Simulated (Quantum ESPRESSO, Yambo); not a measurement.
# Converging GW for MgI2 (1T monolayer) in Yambo, part 2 of 2

Wanted: a converged G0W0 gap of MgI2 (1T monolayer), or an estimate of the limit.

Quantum ESPRESSO 7.5 and Yambo 5.3.0; PBE and many-body steps on it, plane waves. Known limits of the many-body steps: not at the basis limit; no spin-orbit coupling.

So far. Step 2 (Empty states on the mesh, 6×6×1 mesh, 356 bands): On this mesh the gap is 3.665 eV. Step 4 (97 bands, 81.6 eV): The gap on the mesh goes from 3.67 eV to 5.85 eV, a correction of +2.19 eV.

### Step 5. 181 bands, 108.8 eV

Level of this step: G0W0 on PBE, plane waves, norm-conserving pseudopotentials (Yambo).

Contents of gw2.in:

```
HF_and_locXC
gw0
dyson
ppa
em1d
rim_cut
rim_w
RandQpts= 3000000
RandGvec= 100 RL
CUTGeo= "slab z"
RandGvecW= 9 RL
EXXRLvcs= 76 Ry
VXCRLvcs= 304 Ry
Chimod= "HARTREE"
% BndsRnXp
 1 | 181 |
%
NGsBlkXp= 8 Ry
% LongDrXp
 1 | 1 | 0 |
%
% GbndRnge
 1 | 181 |
%
DysSolver= "n"
ExtendOut
PPAPntXp= 27.21138 eV
% QPkrange
 1 | 1 | 29 | 32 |
 4 | 4 | 29 | 32 |
%
```

On the command line:

```sh
$ OMP_NUM_THREADS=1 mpirun -n 4 yambo -F gw2.in -J gw2 -C gw2 > gw2.log
```

Output:

```text
 Yambo, version 5.3.0

 [02] CORE Variables Setup
 =========================

  [... cell, symmetries and grids as in the set-up ...]

  [02.05] Energies & Occupations
  ==============================

  [X] === General ===
  [X] Electronic Temperature                        :  0.000000  0.000000 [eV K]
  [X] Bosonic    Temperature                        :  0.000000  0.000000 [eV K]
  [X] Finite Temperature mode                       : no
  [X] El. density                                   :  0.24459E+24 [cm-3]
  [X] Fermi Level                                   : -1.403411 [eV]

  [X] === Gaps and Widths ===
  [X] Conduction Band Min                           :  3.665263 [eV]
  [X] Valence Band Max                              :  0.000000 [eV]
  [X] Filled Bands                                  :  30
  [X] Empty Bands                                   :    31   356
  [X] Direct Gap                                    :  3.979035 [eV]
  [X] Direct Gap localized at k                     :  1
  [X] Indirect Gap                                  :  3.665263 [eV]
  [X] Indirect Gap between kpts                     :   1   4
  [X] Last valence band width                       :  0.671967 [eV]
  [X] 1st conduction band width                     :  1.070350 [eV]

 [03] Transferred momenta grid and indexing
 ==========================================

 IBZ Q-points                                      :   7
 BZ  Q-points                                      :   36

 K/Q-points units:
 rlu = crystal or reduced units; cc = cartesian coordinates; iku = interal k-units

 Q [1]          [rlu]:  0.000000  0.000000  0.000000
 Q [2]          [rlu]: -0.83092E-17  0.16667       0.0000
 Q [3]          [rlu]: -0.16618E-16  0.33333       0.0000
[...]
RL volume               :  0.149843 [a.u.]
  Integrated volume       :  0.149837 [a.u.]

  [09.03] RIM integrals
  =====================

  Comparison between head Wc = W - v averages: < Wc > [au] RIM-W/RIM

   < -Wc [Q = 1] > 0.172105E-1 0.119845E-4 * < -Wc [Q = 2] > 0.003913 0.003780
   < -Wc [Q = 3] > 0.806945E-3 0.794295E-3 * < -Wc [Q = 4] > 0.289859E-3 0.286808E-3
   < -Wc [Q = 5] > 0.001150 0.001131 * < -Wc [Q = 6] > 0.406959E-3 0.403238E-3
   < -Wc [Q = 7] > 0.205998E-3 0.205160E-3

  Comparison between head Wc = W - v averages: < Wc > [au] RIM-W/RIM

   < -Wc [G = 1,G`=0] > 0.172105E-1 0.119845E-4 * < -Wc [G = 2,G`=0] >-0.001241 0.000000
   < -Wc [G = 3,G`=0] >-0.001241 0.000000 * < -Wc [G = 4,G`=0] >-0.178513E-4  0.00000
   < -Wc [G = 5,G`=0] >-0.178425E-4  0.00000 * < -Wc [G = 6,G`=0] > 0.107228E-3  0.00000
   < -Wc [G = 7,G`=0] > 0.107219E-3  0.00000 * < -Wc [G = 8,G`=0] >-0.164474E-4  0.00000
   < -Wc [G = 9,G`=0] >-0.164467E-4  0.00000

 [10] G0W0 (W PPA)
 =================

 [  GW  ] Bands range     :    1  181
 [GW/PPA] G damping       :  0.100000 [eV]

 QP @ state[ 1 ] K range:  1  1
 QP @ state[ 1 ] b range:   29   32
 QP @ state[ 2 ] K range:   4   4
 QP @ state[ 2 ] b range:   29   32

  Sc/G bands                                       :    1  181
  Sc/G damping                                     :  0.100000 ev
  Sc bands terminator                              : no
  Sx RL components                                 :  18431

  QP @ state[ 1 ] K range                          :  1  1
  QP @ state[ 1 ] b range                          :   29   32
  QP @ state[ 2 ] K range                          :   4   4
  QP @ state[ 2 ] b range                          :   29   32
  GF energies kind                                 : Perdew, Burke & Ernzerhof(X)+Perdew, Burke & Ernzerhof(C)
  GF WF`s kind                                     : Perdew, Burke & Ernzerhof(X)+Perdew, Burke & Ernzerhof(C)
  Xs energies kind                                 : Perdew, Burke & Ernzerhof(X)+Perdew, Burke & Ernzerhof(C)
  Xs WF`s kind                                     : Perdew, Burke & Ernzerhof(X)+Perdew, Burke & Ernzerhof(C)

 [14] Game Over & Game summary
```

Elapsed: 11 min, on 4 MPI ranks of Intel Xeon Platinum 8488C (Sapphire Rapids), shared host; peak memory 4.5 GiB.

Numbers from this step:

| Property | Result |
| --- | --- |
| G0W0 gap on the points computed | 5.927 eV |
| starting gap on the mesh | 3.665 eV |
| k of the valence top | 0, 0, 0 |
| k of the conduction bottom | 0, -0.5, 0 |
| least direct G0W0 gap on the computed points | 6.190 eV |
| Z at the valence top | 0.8135 |
| Z at the conduction bottom | 0.8323 |

Against G0W0 in Yambo (6×6×1 mesh, 97 bands, screening to 81.6 eV, Godby-Needs plasmon pole), the gap moves by +0.075 eV.

### Step 6. 356 bands, 136.1 eV

gw3.in, as its differences from gw2.in of step 5:

```diff
@@ -15,5 +15,5 @@
 % BndsRnXp
- 1 | 181 |
+ 1 | 356 |
 %
-NGsBlkXp= 8 Ry
+NGsBlkXp= 10 Ry
 % LongDrXp
@@ -22,3 +22,3 @@
 % GbndRnge
- 1 | 181 |
+ 1 | 356 |
 %
```

On the command line:

```sh
$ OMP_NUM_THREADS=1 mpirun -n 4 yambo -F gw3.in -J gw3 -C gw3 > gw3.log
```

Output:

```text
 Yambo, version 5.3.0

 [02] CORE Variables Setup
 =========================

  [... cell, symmetries and grids as in the set-up ...]

  [02.05] Energies & Occupations
  ==============================

  [X] === General ===
  [X] Electronic Temperature                        :  0.000000  0.000000 [eV K]
  [X] Bosonic    Temperature                        :  0.000000  0.000000 [eV K]
  [X] Finite Temperature mode                       : no
  [X] El. density                                   :  0.24459E+24 [cm-3]
[...]
QP @ state[ 1 ] b range                          :   29   32
  QP @ state[ 2 ] K range                          :   4   4
  QP @ state[ 2 ] b range                          :   29   32
  GF energies kind                                 : Perdew, Burke & Ernzerhof(X)+Perdew, Burke & Ernzerhof(C)
  GF WF`s kind                                     : Perdew, Burke & Ernzerhof(X)+Perdew, Burke & Ernzerhof(C)
  Xs energies kind                                 : Perdew, Burke & Ernzerhof(X)+Perdew, Burke & Ernzerhof(C)
  Xs WF`s kind                                     : Perdew, Burke & Ernzerhof(X)+Perdew, Burke & Ernzerhof(C)

 [14] Game Over & Game summary
```

Elapsed: 35 min, on 4 MPI ranks; peak memory 5.3 GiB.

Numbers from this step:

```yaml
g0w0_gap_on_the_points_computed: 6.005 eV
starting_gap_on_the_mesh: 3.665 eV
k_of_the_valence_top: 0, 0, 0
k_of_the_conduction_bottom: 0, -0.5, 0
least_direct_g0w0_gap_on_the_computed_points: 6.285 eV
```

Against G0W0 in Yambo (6×6×1 mesh, 181 bands, screening to 108.8 eV, Godby-Needs plasmon pole), the gap moves by +0.078 eV.

### Step 7. The runs together

Times are wall times on 4 MPI ranks of Intel Xeon Platinum 8488C (Sapphire Rapids), shared host, good to a factor of about two.

```csv
run,mesh,bands,screening cutoff (eV),DFT gap (eV),gap on the mesh (eV),direct (eV),time
"97 bands, 81.6 eV",6×6×1,97,81.6,3.665,5.851,6.121,3.6 min
"181 bands, 108.8 eV",6×6×1,181,108.8,3.665,5.927,6.190,11 min
"356 bands, 136.1 eV",6×6×1,356,136.1,3.665,6.005,6.285,35 min
```

### Step 8. Results

| Item | Value |
| --- | --- |
| 97 bands, 81.6 eV | 5.851 eV |
| 181 bands, 108.8 eV | 5.927 eV |
| 356 bands, 136.1 eV | 6.005 eV |
| known limits | not at the basis limit; no spin-orbit coupling |

What this shows: From the first rung to the last the gap moves by +0.15 eV for 9.7 times the time. The steps are not yet shrinking, so no limit is drawn. In the G0W0 runs levels were corrected at 2 k points alone, so a gap called «on the mesh» is the least over those, and an edge elsewhere would be missed. The many-body steps are scalar-relativistic: spin-orbit coupling is not in them.

[Paths, hosts, dates, memory and timing lines, banners, echoed tables and standing remarks are left out of the program output.]

[Logs are printed without paths, hosts, clocks, repeated set-up lines and the standing remarks that a program may print on its own settings, such as how far it seeks lower states.]

[Runs of the session that timed out or met a known fault of the program may be left out.]

[Hosts, paths, dates, database ids (printed as entryN), source tags and the programs' standing remarks are cut or masked in the printed files.]
